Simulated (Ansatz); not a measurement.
## A series in volume scale on WC

Results calculated with Ansatz 0.2.0, not measured. Periodic Kohn-Sham DFT of a crystal at fixed atoms, scaled to volume_scale times the given cell; pressure positive in compression, energy less spherical unpolarised free atoms, largest_vzz the field gradient of largest size among the nuclei.

The cell before it is scaled or strained (space group P-6m2, No. 187):
```
WC
1.0
      2.9005     0.0000     0.0000
     -1.4503     2.5119     0.0000
      0.0000     0.0000     2.8290
W C
1 1
Direct
  0.00000 0.00000 0.00000
  0.66667 0.33333 0.50000
```

Settings of every row: method frozen-core PAW; functional PBE; relativity scalar; k mesh 13x13x12; filling fermi-dirac; smearing width 0.05 eV; wave cutoff 420 eV; paw set soft_2.

Atom start moment: 0 on all atoms.

Limits: field gradient without spin-orbit coupling on heavy atoms; no gap: field gradients move with the k mesh; no spin-orbit coupling on heavy atoms.

| row | volume scale | V (Å³/atom) | pressure (GPa) | largest V_zz (1e21 V/m^2) |
| --- | --- | --- | --- | --- |
| 1 | 0.94 | 9.687 | 37.984 | -16.695 |
| 2 | 0.96 | 9.893 | ? | ? |
| 3 | 0.98 | 10.1 | 17.251 | -14.904 |
| 4 | 0.99 | 10.203 | 12.704 | -14.475 |
| 5 | 1.01 | 10.409 | 4.284 | -13.648 |
| 6 | 1.02 | 10.512 | 0.387 | -13.251 |
| 7 | 1.04 | 10.718 | -6.829 | -12.498 |

Question: what pressure and largest V_zz should row 2 give?

Worked fit of pressure. Take u = (V_r/V)^(2/3) − 1 with V_r = 10.306 Å³ an atom, which is twice the finite (Eulerian) strain; such expansions in the strain, on which the Birch-Murnaghan equation of state is built, carry the rest volume and the bulk modulus. The shown rows have u = 0.04216, 0.01355, 0.00672, -0.00661, -0.01311, -0.02579. Least squares give pressure = 8.3879 + 631.658 × u + 1635.06 × u² + 791 × u³ GPa; a parabola predicts inner rows, each left out in turn, worse (root mean square 0.0087 against 0.0039 GPa). The rows lie off it by 0.000, 0.002, -0.003, 0.000, 0.001, 0.000. The pressure vanishes at u = -0.0138, or V = 10.52 Å³ an atom, and there the bulk modulus at fixed shape and fractions is B = −V dP/dV = (2/3)(1 + u) dP/du = 386 GPa. Letting shape and atoms relax would as a rule lower it, by much in layered, chain or molecular crystals. The withheld row has u = 0.02764, so the fit gives 8.3879 + 631.658 × (0.02764) + 1635.06 × (0.02764)² + 791 × (0.02764)³ = 27.113 GPa.

The calculation gave 27.08 GPa. The fit lies 0.033 GPa (0.074 % of the column's range) above it; its largest miss of a shown row is 0.003 GPa.

Worked fit of largest V_zz. Take t = volume scale − 1. The shown rows have t = -0.06, -0.02, -0.01, 0.01, 0.02, 0.04. Least squares give largest V_zz = −14.0579 + 41.054 × t − 48.8 × t² 1e21 V/m^2; a straight line predicts inner rows, each left out in turn, worse (root mean square 0.047 against 0.0064 1e21 V/m^2). The rows lie off it by 0.002, -0.005, -0.002, 0.004, 0.005, -0.004 (root mean square 0.0039 1e21 V/m^2), a smooth pattern that one more power would take up: the form is only approximate. The withheld row has t = -0.04, so the fit gives −14.0579 + 41.054 × (-0.04) − 48.8 × (-0.04)² = -15.778 1e21 V/m^2.

The calculation gave -15.786 1e21 V/m^2. The fit lies 0.008 1e21 V/m^2 (0.19 % of the column's range) above it; its largest miss of a shown row is 0.005 1e21 V/m^2.
